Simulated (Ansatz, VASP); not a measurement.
## Pb in VASP and in Ansatz

```
CELL_PARAMETERS angstrom
0.00000 2.47502 2.47502
2.47502 0.00000 2.47502
2.47502 2.47502 0.00000
ATOMIC_POSITIONS crystal
Pb 0.00000 0.00000 0.00000
```

Alike in both runs: task relaxation of cell and atoms; functional revPBE; k mesh 9 × 9 × 9; occupations fermi-dirac, width 0.05 eV; no spin polarisation.

|  | VASP | Ansatz |
| --- | --- | --- |
| version | VASP 6.6.1 | Ansatz 0.2.0 |
| potentials or method | VASP PAW PBE potentials, release 64 (Pb_d) | Ansatz PAW |
| plane-wave cutoff (eV) | 600 | 420 |
| valence electrons in the cell | 14 | 14 |

Ansatz gave:

* gap on the k mesh at the Fermi level, each at its own relaxed structure (eV): none
* relaxed volume (Å³/atom): 32.75
* relaxed cell length with the largest relative difference (Å): 3.591
* energy change over the relaxation (meV/atom): -24

Q: Estimate VASP's values.

A: gap on the k mesh at the Fermi level, each at its own relaxed structure (eV): none; relaxed volume (Å³/atom): 32.71; relaxed cell length with the largest relative difference (Å): 3.590; energy change over the relaxation (meV/atom): -24.

A gap of «none» marks a metal or a gap that the smearing closes.

Caveats: the PAW data sets were made with another functional, which shifts forces and pressure a little (VASP); the plane-wave basis is chosen anew once the cell has moved, so the energies of steps on either side of that aren't comparable (Ansatz); the PAW data sets come from PBE, with cores solved anew for the run's functional, which leaves a small shift of forces and pressure (Ansatz). Spin-orbit coupling is left out, which matters for the levels of Pb. Zero-point motion and thermal expansion aren't in these numbers.
